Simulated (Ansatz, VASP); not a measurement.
## CuAu: VASP beside Ansatz

File POSCAR:

```
CuAu
1.0
    2.8000000000      0.0000000000      0.0000000000
    0.0000000000      2.8000000000      0.0000000000
    0.0000000000      0.0000000000      3.6700000000
Cu Au
1 1
Direct
    0.5000000000      0.5000000000      0.5000000000
    0.0000000000      0.0000000000      0.0000000000
```

File INCAR.step1:

```
SYSTEM = CuAu
ALGO = Normal ; EDIFF = 1E-4
ENCUT = 520 ; GGA = PE
ISMEAR = 0 ; LASPH = .TRUE.
LCHARG = .FALSE. ; LREAL = .FALSE.
LWAVE = .TRUE. ; NBANDS = 18
NELM = 100 ; PREC = Accurate
SIGMA = 0.1
```

Contents of INCAR.step2:

```
SYSTEM = CuAu
ALGO = Normal ; EDIFF = 1E-6
ENCUT = 520 ; ISIF = 2
ISMEAR = 0 ; ISTART = 1
LASPH = .TRUE. ; LCHARG = .TRUE.
LELF = .TRUE. ; LMIXTAU = .TRUE.
LREAL = .FALSE. ; LVHAR = .TRUE.
LWAVE = .FALSE. ; METAGGA = R2SCAN
NBANDS = 18 ; NELM = 100
PREC = Accurate ; SIGMA = 0.1
```

The input KPOINTS:

```
k-points
0
G
  6 6 6
  0 0 0
```

Input for Ansatz:

```yaml
crystal:
  lattice:
    - [2.8, 0.0, 0.0]
    - [0.0, 2.8, 0.0]
    - [0.0, 0.0, 3.67]
  atoms:
    - { symbol: Cu, position: [0.5, 0.5, 0.5] }
    - { symbol: Au, position: [0.0, 0.0, 0.0] }
basis:
  ecutwfc: 500
kpoints:
  mp_grid: { grid: [6, 6, 6] }
hamiltonian:
  xc: r2scan
scf:
  occupations: { method: gaussian, width: 0.1 }
output:
  forces: true
  stress: true
  eigenvalues: true
```

Alike in both runs: task single point; functional r2SCAN; k mesh 6 × 6 × 6; occupations gaussian, width 0.1 eV; no spin polarisation.

|  | VASP | Ansatz |
| --- | --- | --- |
| version | VASP 6.6.1 | Ansatz 0.2.0 |
| potentials or method | VASP PAW PBE potentials, release 64 (Cu, Au) | scalar-relativistic, plane waves, PAW |
| plane-wave cutoff (eV) | 520 | 500 |
| valence electrons in the cell | 22 | 38 |

|  | VASP | Ansatz | Ansatz less VASP |
| --- | --- | --- | --- |
| gap on the k mesh at the Fermi level (eV) | none | none | - |
| pressure (GPa) | 2.9 | 2.4 | -0.52 |
| largest component of the traceless stress (GPa) | 2.47 | 2.54 | +0.071 |

A gap of «none» marks a metal or a gap that the smearing closes. The two sets of potentials don't hold the same shells in valence.

Caveats: the k mesh is coarse (spacing up to 0.37 Å⁻¹), so the values aren't converged; the PAW data sets were made with another functional, which shifts forces and pressure a little (VASP). Spin-orbit coupling is left out, which matters for the levels of Au.
